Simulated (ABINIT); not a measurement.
The system is Al2O3 (Corundum).

```
Al O
1.0
     2.38025    1.37424    4.33187
    -2.38025    1.37424    4.33187
     0.00000   -2.74848    4.33187
Al O
4 6
Direct
  0.85216 0.85216 0.85216
  0.64784 0.64784 0.64784
  0.14784 0.14784 0.14784
  0.35216 0.35216 0.35216
  0.05668 0.75000 0.44332
  0.75000 0.44332 0.05668
  0.44332 0.05668 0.75000
  0.94332 0.25000 0.55668
  0.25000 0.55668 0.94332
  0.55668 0.94332 0.25000
```

Base run:

- Program: ABINIT 10.8.3 (patched build)
- Functional: PBE
- Potentials or basis: JTH PAW PBE v2.0
- Cutoff: 626 eV
- k mesh: 7 × 7 × 7
- Occupations: fermi-dirac, width 0.05 eV
- Spin: no spin polarisation

Its results: band gap on the k mesh 6.20 eV, direct; pressure 7.3 GPa; largest force 0.071 eV/Å.

Question: The run is repeated on the same cell with these changes: functional from PBE to PW91. What comes out?

Answer: Band gap on the k mesh 6.23 eV, direct; pressure 6.4 GPa; largest force 0.051 eV/Å.

Caveats: an odd mesh through Γ misses points on the zone boundary, where band edges often lie (some runs); the PAW data sets were made with another functional, which shifts forces and pressure a little (some runs).
